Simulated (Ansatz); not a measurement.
# Ytterbium, diamond under revPBE: structure, energy and stiffness

What does revPBE give for ytterbium in the diamond structure? We relax it, solve it on a dense k-mesh, then scale the cell to 7 volumes from 88 to 112 % of the relaxed one and try a fit of the equation of state. Spin polarisation is left out. The k-meshes are 7×7×7 for the relaxation; 10×10×10 for the dense run; 7×7×7 for the volumes.

Program: Ansatz 0.2.0. Level of theory: DFT revPBE, plane waves (420 eV) with PAW, scalar-relativistic; the PAW data stem from PBE, with regenerated cores. These are calculated values, not measurements.

## Step 1: Starting point

It takes space group Fd-3m (No. 227, cubic). Conventional cell: a = 7.639 Å, b = 7.639 Å, c = 7.639 Å, α = 90.00°, β = 90.00°, γ = 90.00°. Around Yb (site symmetry -43m) lie 4 Yb at 3.31 Å.

As a file:

```cif
data_structure
_symmetry_space_group_name_H-M 'P 1'
_symmetry_Int_Tables_number 1
_cell_length_a 5.4019
_cell_length_b 5.4019
_cell_length_c 5.4019
_cell_angle_alpha 60.000
_cell_angle_beta 60.000
_cell_angle_gamma 60.000
_cell_volume 111.46
loop_
_atom_site_label
_atom_site_type_symbol
_atom_site_fract_x
_atom_site_fract_y
_atom_site_fract_z
_atom_site_occupancy
Yb1 Yb 0.12500 0.12500 0.12500 1
Yb2 Yb 0.87500 0.87500 0.87500 1
```

## Step 2: Relaxation of the cell

File input.yaml:

```yaml
crystal:
  lattice:
    - [0.0, 3.8197026988, 3.8197026988]
    - [3.8197026988, 0.0, 3.8197026988]
    - [3.8197026988, 3.8197026988, 0.0]
  atoms:
    - { symbol: Yb, position: [0.125, 0.125, 0.125] }
    - { symbol: Yb, position: [0.875, 0.875, 0.875] }
hamiltonian:
  xc: revpbe
  pseudopotentials:
    kind: paw
    azcp:
      Yb: "pseudopotentials/Yb.paw.azcp"
basis:
  ecutwfc: 420
  fft_grid_basis: typed
kpoints:
  mp_grid: { grid: [7, 7, 7], shift: [0, 0, 0] }
magnetization:
  spin_polarized: false
scf:
  occupations: { method: fermi_dirac, width: 0.1 }
relax:
  max_steps: 60
  f_tol: 0.01
  cell: {}
```

After this run come: Dense single point; Volume × 0.88; Volume × 0.92; Volume × 0.96; Volume × 1.0; Volume × 1.04; Volume × 1.08; Volume × 1.12.

What does the calculation give? Wanted: space group; conventional cell; volume; shortest distance; gap on the mesh; relative to fcc; V₀, B₀, B₀′.

The runs gave:

```
                      quantity                         value
space group (spins left aside)               Fd-3m (No. 227)
             conventional cell                   a = 8.874 Å
                        volume                87.345 Å³/atom
             shortest distance                       3.842 Å
               gap on the mesh  none (levels filled in part)
               relative to fcc                +1076 meV/atom
                   V₀, B₀, B₀′  89.433 Å³/atom, 2.7 GPa, 4.0
```

**Reading.** The relaxation enlarged the cell by 56.7 % in volume. It lies 1076 meV/atom above the element's reference form at the same level (fcc, from a run of its own). No gap shows: it is a metal or semimetal at this level. The fitted modulus is 2.7 GPa, a soft solid. The symmetry was held, so the structure may be unstable against distortions that break it.
